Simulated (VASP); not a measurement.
# SiC (Moissanite) (P6_3mc) in VASP: notebook

The runs below take SiC (Moissanite) through single point, with PBEsol, PBE.

Program: VASP 6.6.1. These are calculated values, not measurements. Logs are shortened: lines on timing, memory, paths and dates and some standing lists are left out, and cuts for length are marked.

## Step 1: The structure

It takes space group P6_3mc (No. 186, hexagonal). Conventional cell: a = 3.076 Å, b = 3.076 Å, c = 5.048 Å, α = 90.00°, β = 90.00°, γ = 120.00°. Si (site symmetry 3m) has 4 C at 1.87 to 1.94 Å as nearest neighbours. C (site symmetry 3m) has 4 Si at 1.87 to 1.94 Å as nearest neighbours.

## Step 2: Single point, PBEsol

Contents of INCAR:

```
  PREC = Accurate
  ENCUT = 520
  EDIFF = 1E-7
  ISMEAR = -1
  SIGMA = 0.05
  LREAL = F
  LASPH = T
  NELM = 100
  ALGO = Normal
  ISIF = 2
  LWAVE = F
  LCHARG = T
  GGA = PS
  LELF = T
  LVHAR = T
  NBANDS = 16
```

Contents of KPOINTS:

```
Automatic mesh
0
Gamma
  10 10 5
```

Contents of POSCAR:

```
SiC
1.0
    3.0760000000      0.0000000000      0.0000000000
   -1.5380000000      2.6638941420      0.0000000000
    0.0000000000      0.0000000000      5.0480000000
Si C
2 2
Direct
    0.6666666667      0.3333333333      0.5000000000
    0.3333333333      0.6666666667      0.0000000000
    0.6666666667      0.3333333333      0.8850000000
    0.3333333333      0.6666666667      0.3850000000
```

Potentials or basis: VASP PAW PBE potentials, release 64 (Si, C).

Command:

```bash
cat potpaw_PBE.64/Si/POTCAR potpaw_PBE.64/C/POTCAR > POTCAR
mpirun -np 1 vasp_std > vasp.out
```

OUTCAR:

```text
PREC = Accurate
   ENCUT = 520
   EDIFF = 1E-7
   ISMEAR = -1
   LREAL = F
   LASPH = T
   NELM = 100
   ISIF = 2
   GGA = PS

 ion  position               nearest neighbor table
   1  0.667  0.333  0.500-   4 1.87   4 1.87   4 1.87   3 1.94   2 3.09   2 3.09   2 3.09   2 3.09
                             2 3.09   2 3.09
   2  0.333  0.667  0.000-   3 1.87   3 1.87   3 1.87   4 1.94   1 3.09   1 3.09   1 3.09   1 3.09
                             1 3.09   1 3.09
   3  0.667  0.333  0.885-   2 1.87   2 1.87   2 1.87   1 1.94
   4  0.333  0.667  0.385-   1 1.87   1 1.87   1 1.87   2 1.94

  LATTYP: Found a hexagonal cell.
 ALAT       =     3.0760000000
 C/A-ratio  =     1.6410923277

  Lattice vectors:

 A1 = (   3.0760000000,   0.0000000000,   0.0000000000)
 A2 = (  -1.5380000000,   2.6638941420,   0.0000000000)
 A3 = (   0.0000000000,   0.0000000000,   5.0480000000)

Analysis of symmetry for initial positions (statically):
=====================================================================
 Subroutine PRICEL returns:
 Original cell was already a primitive cell.

 Routine SETGRP: Setting up the symmetry group for a
 hexagonal supercell.

 Subroutine GETGRP returns: Found 12 space group operations
 (whereof  6 operations were pure point group operations)
 out of a pool of 24 trial point group operations.

The static configuration has the point symmetry C_3v.
 The point group associated with its full space group is C_6v.

Analysis of symmetry for dynamics (positions and initial velocities):
=====================================================================
 Subroutine PRICEL returns:
 Original cell was already a primitive cell.

 Routine SETGRP: Setting up the symmetry group for a
 hexagonal supercell.

 Subroutine GETGRP returns: Found 12 space group operations
 (whereof  6 operations were pure point group operations)
 out of a pool of 24 trial point group operations.

The dynamic configuration has the point symmetry C_3v.
 The point group associated with its full space group is C_6v.

 Subroutine INISYM returns: Found 12 space group operations
 (whereof  6 operations are pure point group operations),
 and found     1 'primitive' translations

----------------------------------------------------------------------------------------

                                     Primitive cell

  volume of cell :      41.3640

  direct lattice vectors                    reciprocal lattice vectors
     3.076000000  0.000000000  0.000000000     0.325097529  0.187695146  0.000000000
    -1.538000000  2.663894142  0.000000000     0.000000000  0.375390292  0.000000000
     0.000000000  0.000000000  5.048000000     0.000000000  0.000000000  0.198098257

  length of vectors
     3.076000000  3.076000000  5.048000000     0.375390292  0.375390292  0.198098257

  position of ions in fractional coordinates (direct lattice)
     0.666666667  0.333333333  0.500000000
     0.333333333  0.666666667  0.000000000
     0.666666667  0.333333333  0.885000000
     0.333333333  0.666666667  0.385000000

  ion indices of the primitive-cell ions
   primitive index   ion index
                 1           1
                 2           2
                 3           3
                 4           4

----------------------------------------------------------------------------------------

 KPOINTS: Automatic mesh

Automatic generation of k-mesh.
 Grid dimensions read from file:
 generate k-points for:   10   10    5

 Generating k-lattice:

  Cartesian coordinates                     Fractional coordinates (reciprocal lattice)
     0.032509753  0.018769515  0.000000000     0.100000000  0.000000000  0.000000000
     0.000000000  0.037539029  0.000000000     0.000000000  0.100000000  0.000000000
     0.000000000  0.000000000  0.039619651     0.000000000  0.000000000  0.200000000

  Length of vectors
     0.037539029  0.037539029  0.039619651

  Shift w.r.t. Gamma in fractional coordinates (k-lattice)
     0.000000000  0.000000000  0.000000000

 Subroutine IBZKPT returns following result:
 ===========================================

 Found     42 irreducible k-points:

 Following reciprocal coordinates:
            Coordinates               Weight
  0.000000  0.000000  0.000000      1.000000
  0.100000 -0.000000  0.000000      6.000000
  0.200000 -0.000000  0.000000      6.000000
  0.300000  0.000000  0.000000      6.000000
  0.400000 -0.000000  0.000000      6.000000
  0.500000  0.000000  0.000000      3.000000
[... 16 lines left out ...]
  0.300000  0.100000  0.200000     24.000000
  0.400000  0.100000  0.200000     24.000000
 [... further k-points ...]
   k-points           NKPTS =     42   k-points in BZ     NKDIM =     42   number of bands    NBANDS=     16
   number of dos      NEDOS =    301   number of ions     NIONS =      4
   total plane-waves  NPLWV =  23040
   dimension x,y,z NGX =    24 NGY =   24 NGZ =   40
   dimension x,y,z NGXF=    48 NGYF=   48 NGZF=   80
   ions per type =               2   2
   NGX,Y,Z   is equivalent  to a cutoff of  12.97, 12.97, 13.17 a.u.
   NGXF,Y,Z  is equivalent  to a cutoff of  25.94, 25.94, 26.35 a.u.
 SYSTEM =  unknown system
   PREC   = accura    normal or accurate (medium, high low for compatibility)
   ISTART =      0    job   : 0-new  1-cont  2-samecut
   ICHARG =      2    charge: 1-file 2-atom 10-const
   ISPIN  =      1    spin polarized calculation?
   LNONCOLLINEAR =      F non collinear calculations
   LSORBIT =      F    spin-orbit coupling
   LASPH  =      T    aspherical Exc in radial PAW
   ENCUT  =  520.0 eV  38.22 Ry    6.18 a.u.   5.72  5.72  9.39*2*pi/ulx,y,z
   NELM   =    100;   NELMIN=  2; NELMDL= -5     # of ELM steps
   EDIFF  = 0.1E-06   stopping-criterion for ELM
   LREAL  =      F    real-space projection
   EDIFFG = 0.1E-05   stopping-criterion for IOM
   NSW    =      0    number of steps for IOM
   IBRION =     -1    ionic relax: 0-MD 1-quasi-New 2-CG
   NFREE  =      0    steps in history (QN), initial steepest desc. (CG)
   ISIF   =      2    stress and relaxation
   ISYM   =      2    0-nonsym 1-usesym 2-fastsym
   POTIM  = 0.5000    time-step for ionic-motion
   TEBEG  =    0.0;   TEEND  =   0.0 temperature during run
   PSTRESS=    0.0 pullay stress
   NELECT =      16.0000    total number of electrons
   NUPDOWN=      -1.0000    fix difference up-down
   EMIN   =  10.00;   EMAX   =-10.00  energy-range for DOS
   EFERMI =   0.00;   METHOD = LEGACY
   ISMEAR =    -1;   SIGMA  =   0.05  broadening in eV -4-tet -1-fermi 0-gaus
   EFERMI_NEDOS =   21; number of points for ismear=-14 and -15
   IALGO  =     38    algorithm
   IMIX   =      4    mixing-type and parameters
     AMIX     =   0.40;   BMIX     =  1.00
     AMIX_MAG =   1.60;   BMIX_MAG =  1.00
  volume/ion in A,a.u.               =      10.34        69.78
  Fermi-wavevector in a.u.,A,eV,Ry     =   1.192817  2.254098 19.358549  1.422813
  Thomas-Fermi vector in A             =   2.328847
   LORBIT       =      0    0 simple, 1 ext, 2 COOP (PROOUT), +10 PAW based schemes
   GGA     = PS    functional components
   LHFCALC =     F    Hartree Fock is set to
   AEXX    =    0.0000 exact exchange contribution
   IVDW    =     0    specifies the selected vdW correction
   LEPSILON=     F    determine dielectric tensor
   LRPA    =     F    only Hartree local field effects (RPA)
 non-spin polarized calculation
  energy-cutoff  :      520.00
  volume of cell :       41.36
 maximum number of plane-waves:      1132
 NGX is ok and might be reduce to    24
   NGX = 11   NGY = 11   NGZ = 19

 number of electron      16.0000000 magnetization

 Free energy of the ion-electron system (eV)
  ---------------------------------------------------
  ext. energy  EPLUGINS =         0.00000000
  ---------------------------------------------------
  free energy    TOTEN  =       -31.78585293 eV

  energy without entropy =      -31.78585293  energy(sigma->0) =      -31.78585293

 E-fermi :   9.3214     XC(G=0): -11.4975

 val. band max:        8.3547441272   @ k =   0.0000   0.0000   0.0000
 cond. band min:      10.6757337594   @ k =   0.3000   0.3000   0.0000
 fundamental gap:      2.3209896323
 Fermi energy:         9.3214087935

 k-point     1 :       0.0000    0.0000    0.0000
  band No.  band energies     occupation
      1      -7.3866      2.00000
      2      -3.8470      2.00000
      3      -0.4023      2.00000
      4       6.7979      2.00000
      5       6.7979      2.00000
      6       8.0838      2.00000
[... 8 lines left out ...]
     15      16.9991      0.00000
     16      19.5825      0.00000

 k-point     2 :       0.1000   -0.0000    0.0000
  band No.  band energies     occupation
      1      -7.2123      2.00000
      2      -3.6971      2.00000
      3      -0.2395      2.00000
      4       5.8538      2.00000
      5       6.5045      2.00000
      6       7.4484      2.00000
[... 8 lines left out ...]
     15      17.4377      0.00000
     16      18.3160      0.00000

 k-point     3 :       0.2000   -0.0000    0.0000
  band No.  band energies     occupation
      1      -6.6958      2.00000
      2      -3.2663      2.00000
      3       0.2286      2.00000
      4       3.9587      2.00000
      5       5.8983      2.00000
      6       5.9827      2.00000
[... 8 lines left out ...]
     15      17.6805      0.00000
     16      18.2799      0.00000

 k-point     4 :       0.3000    0.0000    0.0000
  band No.  band energies     occupation
      1      -5.8626      2.00000
      2      -2.6462      2.00000
      3       0.8228      2.00000
      4       2.1787      2.00000
      5       4.2809      2.00000
      6       5.3192      2.00000
[... 8 lines left out ...]
     15      18.5528      0.00000
     16      19.6628      0.00000

 k-point     5 :       0.4000   -0.0000    0.0000
  band No.  band energies     occupation
      1      -4.7971      2.00000
      2      -2.2519      2.00000
      3       0.3749      2.00000
      4       2.2353      2.00000
      5       2.7239      2.00000
      6       4.9293      2.00000
[... 8 lines left out ...]
     15      19.1572      0.00000
     16      20.1154      0.00000

 k-point     6 :       0.5000    0.0000    0.0000
  band No.  band energies     occupation
      1      -4.0232      2.00000
      2      -2.5666      2.00000
      3       0.3420      2.00000
      4       1.7869      2.00000
      5       2.8816      2.00000
      6       4.7935      2.00000
[... 8 lines left out ...]
     15      18.4000      0.00000
     16      20.4335      0.00000
[... 267 lines left out ...]
 k-point    21 :       0.1000    0.1000    0.2000
  band No.  band energies     occupation
      1      -6.6737      2.00000
      2      -4.0896      2.00000
      3       1.0454      2.00000
      4       4.8308      2.00000
      5       5.6886      2.00000
      6       6.3198      2.00000
[... 8 lines left out ...]
     15      18.0151      0.00000
     16      18.5563      0.00000

 k-point    22 :       0.2000    0.1000    0.2000
  band No.  band energies     occupation
      1      -6.0007      2.00000
      2      -3.5021      2.00000
      3       1.4049      2.00000
      4       3.3146      2.00000
      5       4.3830      2.00000
      6       5.3116      2.00000
[... 8 lines left out ...]
     15      18.3768      0.00000
     16      19.0342      0.00000

 k-point    23 :       0.3000    0.1000    0.2000
  band No.  band energies     occupation
      1      -5.0459      2.00000
      2      -2.7742      2.00000
      3       0.7927      2.00000
      4       2.7551      2.00000
      5       3.1131      2.00000
      6       4.5744      2.00000
[... 8 lines left out ...]
     15      19.1516      0.00000
     16      19.8407      0.00000

 k-point    24 :       0.4000    0.1000    0.2000
  band No.  band energies     occupation
      1      -4.0017      2.00000
      2      -2.4664      2.00000
      3       0.0186      2.00000
      4       1.5119      2.00000
      5       3.5725      2.00000
      6       4.3866      2.00000
[... 8 lines left out ...]
     15      19.6237      0.00000
     16      20.9597      0.00000

 [... further k-points ...]

------------------------ aborting loop because EDIFF is reached ----------------------------------------

  FORCE on cell =-STRESS in cart. coord.  units (eV):
  Direction    XX          YY          ZZ          XY          YZ          ZX
  --------------------------------------------------------------------------------------
  -------------------------------------------------------------------------------------
  Total        0.5855734      0.5855734     -0.6932020      0.0000000      0.0000000      0.0000000
  in kB       22.6813682     22.6813682    -26.8502144      0.0000000      0.0000000      0.0000000
  external PRESSURE =       6.1708407 kB  Pullay stress =       0.0000000 kB

 VOLUME and BASIS-vectors are now :
 -----------------------------------------------------------------------------
  energy-cutoff  :      520.00
  volume of cell :       41.36
      direct lattice vectors                 reciprocal lattice vectors
     3.076000000  0.000000000  0.000000000     0.325097529  0.187695146  0.000000000
    -1.538000000  2.663894142  0.000000000     0.000000000  0.375390292  0.000000000
     0.000000000  0.000000000  5.048000000     0.000000000  0.000000000  0.198098257

 POSITION                                       TOTAL-FORCE (eV/Angst)
 -----------------------------------------------------------------------------------
      1.53800      0.88796      2.52400        -0.000000      0.000000      0.751226
     -0.00000      1.77593      0.00000         0.000000     -0.000000      0.751226
      1.53800      0.88796      4.46748        -0.000000     -0.000000     -0.751226
     -0.00000      1.77593      1.94348         0.000000     -0.000000     -0.751226
 -----------------------------------------------------------------------------------
    total drift:                                0.000000      0.000000     -0.000477

  FREE ENERGIE OF THE ION-ELECTRON SYSTEM (eV)
  ---------------------------------------------------
  free  energy   TOTEN  =       -31.7858529293 eV

  energy  without entropy=      -31.7858529292  energy(sigma->0) =      -31.78585293
```

Run time: 16 s. Hardware: 1 thread of Intel Xeon Platinum 8488C (Sapphire Rapids), shared host; peak memory 0.15 GiB.

Results:

| Quantity | Value |
| --- | --- |
| Free energy | -31.7859 eV |
| Pressure | 0.6 GPa |
| Largest force | 0.751 eV/Å |
| Band gap on the k mesh | 2.32 eV, indirect (least direct gap 3.96 eV) |

Forces in eV/Å, atoms in the order of the input:
```
Si   0.000  0.000  0.751
Si   0.000  0.000  0.751
C    0.000  0.000 -0.751
C    0.000  0.000 -0.751
```

Caveat: the PAW data sets were made with another functional, which shifts forces and pressure a little; an odd mesh through Γ misses points on the zone boundary, where band edges often lie.

## Step 3: Single point, PBE

Contents of INCAR:

```
SYSTEM = SiC
PREC = Accurate
ENCUT = 520
EDIFF = 1E-7
ISMEAR = -1
SIGMA = 0.05
LREAL = .False.
LASPH = .True.
NELM = 100
ALGO = Normal
ISIF = 2
LWAVE = .False.
LCHARG = .True.
GGA = PE
LELF = .True.
LVHAR = .True.
NBANDS = 16
```

Contents of KPOINTS:

```
regular mesh
0
Gamma
  10 10 5
  0 0 0
```

POSCAR is that of step 2.

Potentials or basis: VASP PAW PBE potentials, release 64 (Si, C).

Command:

```bash
cat potpaw_PBE.64/Si/POTCAR potpaw_PBE.64/C/POTCAR > POTCAR
mpirun -np 1 vasp_std > vasp.out
```

Run time: 20 s. Hardware: 1 thread of Intel Xeon Platinum 8488C (Sapphire Rapids), shared host; peak memory 0.16 GiB.

Results (log left out):

```yaml
Free_energy: -30.0671 eV
Pressure: 3.6 GPa
Largest_force: 0.753 eV/Å
Band_gap_on_the_k_mesh: 2.48 eV, indirect (least direct gap 4.08 eV)
```

Forces in eV/Å, atoms in the order of the input:
```
Si   0.000  0.000  0.753
Si   0.000  0.000  0.753
C    0.000  0.000 -0.753
C    0.000  0.000 -0.753
```

Stress tensor (GPa, compression positive):
```
5.25 0.00 0.00
0.00 5.25 0.00
0.00 0.00 0.41
```

Levels at points of the mesh, in eV from the valence-band top:
```
           k point  band 5  band 6  band 7  band 8  band 9  band 10  band 11  band 12
(0.00, 0.00, 0.00)   -1.56   -0.28   -0.28    0.00    4.62     6.03     6.51     6.51
(0.50, 0.00, 0.00)   -5.43   -3.54   -3.26   -1.49    2.59     4.20     6.74     7.20
```

Caveat: an odd mesh through Γ misses points on the zone boundary, where band edges often lie.

(Continued in part 2 of 2.)
